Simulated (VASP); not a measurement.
# ZrC (Fm-3m) in VASP: notebook

One crystal, ZrC, is run at these levels: revPBE+D3(BJ); tasks: single point, relaxation of cell and atoms.

All numbers are computed with VASP 6.6.1; they aren't measurements. Logs are shortened: lines on timing, memory, paths and dates and some standing lists are left out, and cuts for length are marked.

## Step 1: The structure

It takes space group Fm-3m (No. 225, cubic). The conventional cell has a = 4.657 Å, b = 4.657 Å, c = 4.657 Å, α = 90.00°, β = 90.00°, γ = 90.00°. Around Zr (site symmetry m-3m) lie 6 C at 2.33 Å. C (site symmetry m-3m) is surrounded by 6 Zr at 2.33 Å.

## Step 2: Single point, revPBE+D3(BJ)

File INCAR:

```
SYSTEM = ZrC
PREC     = Accurate       ! precision mode
ENCUT    = 520            ! plane-wave cutoff, eV
EDIFF    = 1E-7           ! SCF threshold, eV
ISMEAR   = 1              ! smearing method
SIGMA    = 0.01           ! smearing width, eV
LREAL    = .False.        ! projectors in reciprocal space
LASPH    = .True.         ! aspherical terms in the spheres
NELM     = 100            ! most SCF steps
ALGO     = Normal         ! electronic algorithm
ISIF     = 2              ! what is computed and relaxed
LWAVE    = .False.        ! write WAVECAR
LCHARG   = .False.        ! write CHGCAR
GGA      = RE             ! functional
IVDW     = 12             ! dispersion correction
NBANDS   = 15             ! bands
```

File KPOINTS:

```
Automatic mesh
0
Gamma
  7 7 7
  0 0 0
```

File POSCAR:

```
ZrC
1.0
    3.2932263315      0.0000000000      0.0000000000
    1.6466131658      2.8520176635      0.0000000000
    1.6466131658      0.9506725545      2.6889080399
Zr C
1 1
Direct
    0.5000000000      0.5000000000      0.5000000000
    0.0000000000      0.0000000000      0.0000000000
```

Potentials or basis: VASP PAW PBE potentials, release 64 (Zr_sv, C).

Run with:

```sh
$ cat potpaw_PBE.64/Zr_sv/POTCAR potpaw_PBE.64/C/POTCAR > POTCAR
$ mpirun -np 1 vasp_std > vasp.out
```

OUTCAR:

```text
SYSTEM = ZrC
   PREC = Accurate
   ENCUT = 520
   EDIFF = 1E-7
   ISMEAR = 1
   LREAL = .False.
   LASPH = .True.
   NELM = 100
   ISIF = 2
   GGA = RE
   IVDW = 12
 IVDW          = 12

 ion  position               nearest neighbor table
   1  0.500  0.500  0.500-   2 2.33   2 2.33   2 2.33   2 2.33   2 2.33   2 2.33
   2  0.000  0.000  0.000-   1 2.33   1 2.33   1 2.33   1 2.33   1 2.33   1 2.33

  LATTYP: Found a face centered cubic cell.
 ALAT       =     4.6573253420

  Lattice vectors:

 A1 = (   3.2932263315,   0.0000000000,   0.0000000000)
 A2 = (   1.6466131658,   2.8520176635,   0.0000000000)
 A3 = (   1.6466131658,   0.9506725545,   2.6889080399)

Analysis of symmetry for initial positions (statically):
=====================================================================
 Subroutine PRICEL returns:
 Original cell was already a primitive cell.

 Routine SETGRP: Setting up the symmetry group for a
 face centered cubic supercell.

 Subroutine GETGRP returns: Found 48 space group operations
 (whereof 48 operations were pure point group operations)
 out of a pool of 48 trial point group operations.

The static configuration has the point symmetry O_h .

Analysis of symmetry for dynamics (positions and initial velocities):
=====================================================================
 Subroutine PRICEL returns:
 Original cell was already a primitive cell.

 Routine SETGRP: Setting up the symmetry group for a
 face centered cubic supercell.

 Subroutine GETGRP returns: Found 48 space group operations
 (whereof 48 operations were pure point group operations)
 out of a pool of 48 trial point group operations.

The dynamic configuration has the point symmetry O_h .

 Subroutine INISYM returns: Found 48 space group operations
 (whereof 48 operations are pure point group operations),
 and found     1 'primitive' translations

----------------------------------------------------------------------------------------

                                     Primitive cell

  volume of cell :      25.2551

  direct lattice vectors                    reciprocal lattice vectors
     3.293226332  0.000000000  0.000000000     0.303653591 -0.175314482 -0.123966059
     1.646613166  2.852017663  0.000000000     0.000000000  0.350628964 -0.123966059
     1.646613166  0.950672554  2.688908040     0.000000000  0.000000000  0.371898178

  length of vectors
     3.293226332  3.293226332  3.293226332     0.371898178  0.371898178  0.371898178

  position of ions in fractional coordinates (direct lattice)
     0.500000000  0.500000000  0.500000000
     0.000000000  0.000000000  0.000000000

  ion indices of the primitive-cell ions
   primitive index   ion index
                 1           1
                 2           2

----------------------------------------------------------------------------------------

 KPOINTS: Automatic mesh

Automatic generation of k-mesh.
 Grid dimensions read from file:
 generate k-points for:    7    7    7

 Generating k-lattice:

  Cartesian coordinates                     Fractional coordinates (reciprocal lattice)
     0.043379084 -0.025044926 -0.017709437     0.142857143 -0.000000000 -0.000000000
     0.000000000  0.050089852 -0.017709437     0.000000000  0.142857143  0.000000000
     0.000000000  0.000000000  0.053128311     0.000000000  0.000000000  0.142857143

  Length of vectors
     0.053128311  0.053128311  0.053128311

  Shift w.r.t. Gamma in fractional coordinates (k-lattice)
     0.000000000  0.000000000  0.000000000

 Subroutine IBZKPT returns following result:
 ===========================================

 Found     20 irreducible k-points:

 Following reciprocal coordinates:
            Coordinates               Weight
  0.000000  0.000000  0.000000      1.000000
  0.142857  0.000000  0.000000      8.000000
  0.285714  0.000000  0.000000      8.000000
  0.428571 -0.000000  0.000000      8.000000
  0.142857  0.142857  0.000000      6.000000
  0.285714  0.142857  0.000000     24.000000
[... 12 lines left out ...]
 -0.428571  0.428571  0.142857     24.000000
 -0.285714  0.428571  0.142857     24.000000
   k-points           NKPTS =     20   k-points in BZ     NKDIM =     20   number of bands    NBANDS=     15
   number of dos      NEDOS =    301   number of ions     NIONS =      2
   total plane-waves  NPLWV =  13824
   dimension x,y,z NGX =    24 NGY =   24 NGZ =   24
   dimension x,y,z NGXF=    48 NGYF=   48 NGZF=   48
   ions per type =               1   1
   NGX,Y,Z   is equivalent  to a cutoff of  12.12, 12.12, 12.12 a.u.
   NGXF,Y,Z  is equivalent  to a cutoff of  24.23, 24.23, 24.23 a.u.
 SYSTEM =  ZrC
   PREC   = accura    normal or accurate (medium, high low for compatibility)
   ISTART =      0    job   : 0-new  1-cont  2-samecut
   ICHARG =      2    charge: 1-file 2-atom 10-const
   ISPIN  =      1    spin polarized calculation?
   LNONCOLLINEAR =      F non collinear calculations
   LSORBIT =      F    spin-orbit coupling
   LASPH  =      T    aspherical Exc in radial PAW
   ENCUT  =  520.0 eV  38.22 Ry    6.18 a.u.   6.12  6.12  6.12*2*pi/ulx,y,z
   NELM   =    100;   NELMIN=  2; NELMDL= -5     # of ELM steps
   EDIFF  = 0.1E-06   stopping-criterion for ELM
   LREAL  =      F    real-space projection
   EDIFFG = 0.1E-05   stopping-criterion for IOM
   NSW    =      0    number of steps for IOM
   IBRION =     -1    ionic relax: 0-MD 1-quasi-New 2-CG
   NFREE  =      0    steps in history (QN), initial steepest desc. (CG)
   ISIF   =      2    stress and relaxation
   ISYM   =      2    0-nonsym 1-usesym 2-fastsym
   POTIM  = 0.5000    time-step for ionic-motion
   TEBEG  =    0.0;   TEEND  =   0.0 temperature during run
   PSTRESS=    0.0 pullay stress
   NELECT =      16.0000    total number of electrons
   NUPDOWN=      -1.0000    fix difference up-down
   EMIN   =  10.00;   EMAX   =-10.00  energy-range for DOS
   EFERMI =   0.00;   METHOD = LEGACY
   ISMEAR =     1;   SIGMA  =   0.01  broadening in eV -4-tet -1-fermi 0-gaus
   EFERMI_NEDOS =   21; number of points for ismear=-14 and -15
   IALGO  =     38    algorithm
   IMIX   =      4    mixing-type and parameters
     AMIX     =   0.40;   BMIX     =  1.00
     AMIX_MAG =   1.60;   BMIX_MAG =  1.00
  volume/ion in A,a.u.               =      12.63        85.22
  Fermi-wavevector in a.u.,A,eV,Ry     =   1.406042  2.657034 26.898088  1.976954
  Thomas-Fermi vector in A             =   2.528442
   LORBIT       =      0    0 simple, 1 ext, 2 COOP (PROOUT), +10 PAW based schemes
   GGA     = RE    functional components
   LHFCALC =     F    Hartree Fock is set to
   AEXX    =    0.0000 exact exchange contribution
   IVDW    =    12    specifies the selected vdW correction
   LEPSILON=     F    determine dielectric tensor
   LRPA    =     F    only Hartree local field effects (RPA)
 non-spin polarized calculation
 Methfessel and Paxton  Order N= 1 SIGMA  =   0.01
  energy-cutoff  :      520.00
  volume of cell :       25.26
 maximum number of plane-waves:       688
   NGX = 13   NGY = 13   NGZ = 13

 number of electron      16.0000000 magnetization

 Free energy of the ion-electron system (eV)
  ---------------------------------------------------
  ext. energy  EPLUGINS =         0.00000000
  ---------------------------------------------------
  free energy    TOTEN  =       -18.67528254 eV

  energy without entropy =      -18.67521036  energy(sigma->0) =      -18.67525848

 E-fermi :  10.0061     XC(G=0): -12.2186

 val. band max:        9.8520096644   @ k =   0.1429   0.1429   0.0000
 cond. band min:      10.0092277933   @ k =   0.4286   0.4286  -0.0000
 fundamental gap:      0.1572181288
 Fermi energy:        10.0061125583

 k-point     1 :       0.0000    0.0000    0.0000
  band No.  band energies     occupation
      1     -38.0196      2.00000
      2     -15.7095      2.00000
      3     -15.7095      2.00000
      4     -15.7095      2.00000
      5      -1.4353      2.00000
      6      10.9507      0.00000
      7      10.9507      0.00000
      8      10.9507      0.00000
      9      11.1178      0.00000
     10      11.1178      0.00000
     11      11.1178      0.00000
     12      12.8908      0.00000
     13      12.8908      0.00000
     14      17.6288      0.00000
     15      20.5193      0.00000

 k-point     2 :       0.1429    0.0000    0.0000
  band No.  band energies     occupation
      1     -37.9982      2.00000
      2     -15.8994      2.00000
      3     -15.7258      2.00000
      4     -15.7258      2.00000
      5      -0.9665      2.00000
      6       8.9372      2.00000
      7       9.3673      2.00000
      8       9.3673      2.00000
      9      11.7448      0.00000
     10      11.7448      0.00000
     11      12.2122      0.00000
     12      14.8279      0.00000
     13      14.8279      0.00000
     14      18.5051      0.00000
     15      21.7373      0.00000

 k-point     3 :       0.2857    0.0000    0.0000
  band No.  band energies     occupation
      1     -37.9497      2.00000
      2     -16.3029      2.00000
      3     -15.7621      2.00000
      4     -15.7621      2.00000
      5       0.2068      2.00000
      6       6.6734      2.00000
      7       7.8673      2.00000
      8       7.8673      2.00000
      9      13.0044      0.00000
     10      13.0044      0.00000
     11      13.1371      0.00000
     12      17.6997      0.00000
     13      17.6997      0.00000
     14      19.3740      0.00000
     15      23.7293      0.00000
[... 271 lines left out ...]
 k-point    19 :      -0.4286    0.4286    0.1429
  band No.  band energies     occupation
      1     -37.8729      2.00000
      2     -16.4199      2.00000
      3     -16.0994      2.00000
      4     -16.0044      2.00000
      5       0.2015      2.00000
      6       7.3234      2.00000
      7       7.7934      2.00000
      8       8.3221      2.00000
      9      11.4801      0.00000
     10      15.0843      0.00000
     11      15.8564      0.00000
     12      16.1323      0.00000
     13      18.4257      0.00000
     14      21.9330      0.00000
     15      22.9859      0.00000

 k-point    20 :      -0.2857    0.4286    0.1429
  band No.  band energies     occupation
      1     -37.8696      2.00000
      2     -16.3057      2.00000
      3     -16.2736      2.00000
      4     -15.9849      2.00000
      5       0.4976      2.00000
      6       6.8591      2.00000
      7       7.6646      2.00000
      8       7.8870      2.00000
      9      12.7202      0.00000
     10      13.9967      0.00000
     11      15.7882      0.00000
     12      17.4860      0.00000
     13      17.7291      0.00000
     14      23.1704      0.00000
     15      23.5630      0.00000

------------------------ aborting loop because EDIFF is reached ----------------------------------------

 Edisp (eV)   -1.52845

 E8    (eV) :    -1.0896

  FORCE on cell =-STRESS in cart. coord.  units (eV):
  Direction    XX          YY          ZZ          XY          YZ          ZX
  --------------------------------------------------------------------------------------
  -------------------------------------------------------------------------------------
  Total       0.02867     0.02867     0.02867     0.00000    -0.00000     0.00000
  in kB       1.81870     1.81870     1.81870     0.00000    -0.00000     0.00000
  external pressure =        1.82 kB  Pullay stress =        0.00 kB

 VOLUME and BASIS-vectors are now :
 -----------------------------------------------------------------------------
  energy-cutoff  :      520.00
  volume of cell :       25.26
      direct lattice vectors                 reciprocal lattice vectors
     3.293226332  0.000000000  0.000000000     0.303653591 -0.175314482 -0.123966059
     1.646613166  2.852017663  0.000000000     0.000000000  0.350628964 -0.123966059
     1.646613166  0.950672554  2.688908040     0.000000000  0.000000000  0.371898178

 POSITION                                       TOTAL-FORCE (eV/Angst)
 -----------------------------------------------------------------------------------
      3.29323      1.90135      1.34445         0.000000      0.000000      0.000000
      0.00000      0.00000      0.00000        -0.000000     -0.000000      0.000000
 -----------------------------------------------------------------------------------
    total drift:                               -0.000000      0.000000     -0.000000

  FREE ENERGIE OF THE ION-ELECTRON SYSTEM (eV)
  ---------------------------------------------------
  free  energy   TOTEN  =       -20.2037365144 eV

  energy  without entropy=      -20.2036643370  energy(sigma->0) =      -20.20371246
```

Run time: 3.4 s. Hardware: 1 thread of Intel Xeon 6975P-C (Granite Rapids), shared host; peak memory 0.14 GiB.

Results:

```
Free energy                : -20.2037 eV
Pressure                   : 0.2 GPa
Band gap on the k mesh     : none (metal or under the smearing width)
Dispersion energy per atom : -0.764 eV
```

Levels at points of the mesh, in eV from the Fermi level:
| k point | band 4 | band 5 | band 6 | band 7 | band 8 | band 9 | band 10 | band 11 | band 12 | band 13 |
| --- | --- | --- | --- | --- | --- | --- | --- | --- | --- | --- |
| (0.00, 0.00, 0.00) | -25.72 | -11.44 | 0.94 | 0.94 | 0.94 | 1.11 | 1.11 | 1.11 | 2.88 | 2.88 |

Caveat: the PAW data sets were made with another functional, which shifts forces and pressure a little; pairwise dispersion overbinds metals, which lowers pressure and volume.

## Step 3: Relaxation of cell and atoms, revPBE+D3(BJ)

This run uses another cell than the first one, of 13.23 Å³/atom, 1.048 times its volume.

File INCAR:

```
SYSTEM = ZrC
PREC     = Accurate       ! precision mode
ENCUT    = 600            ! plane-wave cutoff, eV
EDIFF    = 1E-6           ! SCF threshold, eV
ISMEAR   = 1              ! smearing method
SIGMA    = 0.01           ! smearing width, eV
LREAL    = .FALSE.        ! projectors in reciprocal space
LASPH    = .TRUE.         ! aspherical terms in the spheres
NELM     = 100            ! most SCF steps
ALGO     = Normal         ! electronic algorithm
ISIF     = 3              ! what is computed and relaxed
LWAVE    = .FALSE.        ! write WAVECAR
LCHARG   = .FALSE.        ! write CHGCAR
GGA      = RE             ! functional
IVDW     = 12             ! dispersion correction
IBRION   = 2              ! ionic algorithm
NSW      = 80             ! ionic steps
EDIFFG   = -0.1           ! ionic threshold
```

File KPOINTS:

```
regular mesh
0
G
  7 7 7
  0 0 0
```

File POSCAR:

```
ZrC
1.0
    3.3446150000      0.0000000000      0.0000000000
    1.6723075000      2.8965215559      0.0000000000
    1.6723075000      0.9655071853      2.7308667120
Zr C
1 1
Direct
    0.5000000000      0.5000000000      0.5000000000
    0.0000000000      0.0000000000      0.0000000000
```

Potentials or basis: VASP PAW PBE potentials, release 64 (Zr_sv, C).

Run with:

```sh
$ cat potpaw_PBE.64/Zr_sv/POTCAR potpaw_PBE.64/C/POTCAR > POTCAR
$ mpirun -np 1 vasp_std > vasp.out
```

Run time: 11 s. Hardware: 1 thread of Intel Xeon 6975P-C (Granite Rapids), shared host; peak memory 0.17 GiB.

Results (log left out):

```
Free energy                            : -20.2067 eV
Relaxed volume                         : 12.64 Å³/atom
Relaxed cell                           : a = 3.295 Å, b = 3.295 Å, c = 3.295 Å, α = 60.00°, β = 60.00°, γ = 60.00°
Space group after relaxing (to 0.05 Å) : Fm-3m (No. 225)
Energy gained by relaxing              : 19.1 meV/atom
Ionic steps                            : 3
Pressure after relaxing                : -0.2 GPa
Band gap on the k mesh                 : none (metal or under the smearing width)
Dispersion energy per atom             : -0.763 eV
```

The path:
| step | energy change (eV) | largest force (eV/Å) | pressure (GPa) | volume (Å³) |
| --- | --- | --- | --- | --- |
| 1 | 0.0000 | 0.0000 | -9.87 | 26.46 |
| 2 | 0.0693 | 0.0000 | 20.31 | 23.46 |
| 3 | -0.0382 | 0.0000 | -0.21 | 25.29 |

Final structure:
```xyz
2
Lattice="3.2947 0.0000 0.0000 1.6473 2.8533 0.0000 1.6473 0.9511 2.6901" Properties=species:S:1:pos:R:3 pbc="T T T"
Zr    3.2947    1.9022    1.3450
C     0.0000    0.0000    0.0000
```

Levels at points of the mesh, in eV from the Fermi level:
| k point | band 6 | band 7 | band 8 | band 9 | band 10 | band 11 |
| --- | --- | --- | --- | --- | --- | --- |
| (0.00, 0.00, 0.00) | 0.95 | 0.95 | 0.95 | 1.11 | 1.11 | 1.11 |

Caveat: the PAW data sets were made with another functional, which shifts forces and pressure a little; pairwise dispersion overbinds metals, which lowers pressure and volume; the relaxation stopped at a loose force limit of 0.1 eV/Å, so its end isn't a converged minimum.
